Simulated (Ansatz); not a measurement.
## ZnO (zincite): equation of state with PBE

The system is ZnO (zincite).

```
Zn O
1.0
     3.24931    0.00000    0.00000
    -1.62465    2.81398    0.00000
     0.00000    0.00000    5.20571
Zn O
2 2
Cartesian
  1.6247 0.9380 0.0000
  0.0000 1.8760 2.6029
  0.0000 1.8760 4.5759
  1.6247 0.9380 1.9730
```

| Quantity | Value |
| --- | --- |
| Program | Ansatz 0.2.0 |
| Task | equation of state |
| Functional | PBE |
| Potentials or basis | all-electron LAPW, scalar-relativistic |
| Basis error allowed | 0.001 eV/atom |
| k mesh | 9 × 9 × 5 |
| Occupations | fermi-dirac, width 0.05 eV |
| Spin | no spin polarisation |

```
Equilibrium volume                        : 12.32 Å³/atom
Bulk modulus at fixed shape and positions : 129 GPa
Pressure derivative of the bulk modulus   : 4.4
```

Energy against volume, from the lowest point:
```csv
volume (Å³/atom),energy (meV/atom)
11.186,49.83
11.424,29.89
11.662,15.46
11.900,6.00
12.138,0.99
12.376,0.00
12.614,2.63
```

All runs of the series together: 3.2 min on 2 threads of AMD EPYC 7R43 64-Core Processor (Zen 3), on a shared host.

Caveat: the cell was scaled at fixed shape and fractional positions, which overstates the stiffness of a crystal with free parameters, most of all of layers and chains.
